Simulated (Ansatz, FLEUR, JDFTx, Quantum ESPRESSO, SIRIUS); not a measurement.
# Fitting the PBEsol energy curve of GaP

The structure is cubic, space group F-43m (No. 216). Conventional cell: a = 5.451 Å, b = 5.451 Å, c = 5.451 Å, α = 90.00°, β = 90.00°, γ = 90.00°. Around Ga (site symmetry -43m) lie 4 P at 2.36 Å. P (site symmetry -43m) is surrounded by 4 Ga at 2.36 Å.

The cell was scaled at fixed shape and fractions and run with Ansatz, all-electron LAPW, scalar-relativistic; PBEsol, k mesh 8 × 8 × 8 on the cell of 2 atoms, fermi-dirac occupations of 0.05 eV, no spin polarisation, no spin-orbit coupling. Energies are those that the program minimises, any entropy of the smearing included.

```csv
V (Å³/atom),energy over the lowest row (meV/atom)
19.0260,16.645
19.4308,?
19.8356,0.717
20.2404,0.000
20.6452,3.454
21.0500,10.640
21.4548,21.164
```

Problem. Fit the third-order Birch-Murnaghan form, give V0, B0 and B′, and predict the energy left open.

Solution. With y = (V0/V)^(2/3), E = E0 + (9 V0 B0/16) [(y - 1)³ B′ + (y - 1)² (6 - 4y)]. Least squares through the rows shown give V0 = 20.1024 Å³/atom, E0 = -0.246 meV, B0 = 84.93 GPa (1 eV/Å³ = 160.218 GPa) and B′ = 4.48, with a largest miss of 0.002 meV. At V = 19.4308 the form with these constants gives 6.082 meV; the run gave 6.083 meV an atom. Other set-ups at this level, from all their volumes (Å³/atom, GPa): FLEUR, all-electron, FLAPW: V0 20.104, B0 84.95; JDFTx, PseudoDojo-SR-PBEsol-0.4.1-standard: V0 20.121, B0 84.66; Quantum ESPRESSO, PseudoDojo 0.4.1 SR PBEsol standard: V0 20.121, B0 84.66; SIRIUS, all-electron FP-LAPW, apw+lo standard: V0 20.095, B0 85.24. Measured volume: 20.24 Å³/atom at 298 K (a printed reference work), so the fit lies -0.7 % from it. The runs are for a static lattice.
